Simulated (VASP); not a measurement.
Here is a VASP 6.6.1 calculation.

Contents of INCAR:

```
SYSTEM = ScAl3
ALGO = Fast ; EDIFF = 1E-7
EDIFFG = -0.005 ; ENCUT = 300
GGA = PS ; IBRION = 2
ISIF = 3 ; ISMEAR = 0
LASPH = .TRUE. ; LCHARG = .FALSE.
LREAL = .FALSE. ; LWAVE = .FALSE.
NELM = 100 ; NSW = 90
PREC = Accurate ; SIGMA = 0.1
```

The input KPOINTS:

```
k-points
0
G
  10 10 10
  0 0 0
```

POSCAR

```
ScAl3
1.0
    4.0878065700      0.0000000000      0.0000000000
    0.0000000000      4.0878065700      0.0000000000
    0.0000000000      0.0000000000      4.0878065700
Sc Al
1 3
Direct
    0.0000000000      0.0000000000      0.0000000000
    0.5000000000      0.0000000000      0.5000000000
    0.0000000000      0.5000000000      0.5000000000
    0.5000000000      0.5000000000      0.0000000000
```

Potentials or basis: VASP PAW PBE potentials, release 64 (Sc_sv, Al).

Run with:

```sh
$ cat potpaw_PBE.64/Sc_sv/POTCAR potpaw_PBE.64/Al/POTCAR > POTCAR
$ mpirun -np 1 vasp_std > vasp.out
```

Question: What does it give for the space group after relaxing (to 0.05 Å)?

Answer: Pm-3m (No. 221).

Question: Estimate the band gap on the k mesh.

Answer: None (metal or under the smearing width).

Question: Estimate the relaxed cell.

Answer: a = 4.070 Å, b = 4.070 Å, c = 4.070 Å, α = 90.00°, β = 90.00°, γ = 90.00°.

Final structure:
```
Sc Al
1.0
     4.06952    0.00000    0.00000
     0.00000    4.06952    0.00000
     0.00000    0.00000    4.06952
Sc Al
1 3
Direct
  0.00000 0.00000 0.00000
  0.50000 0.00000 0.50000
  0.00000 0.50000 0.50000
  0.50000 0.50000 0.00000
```
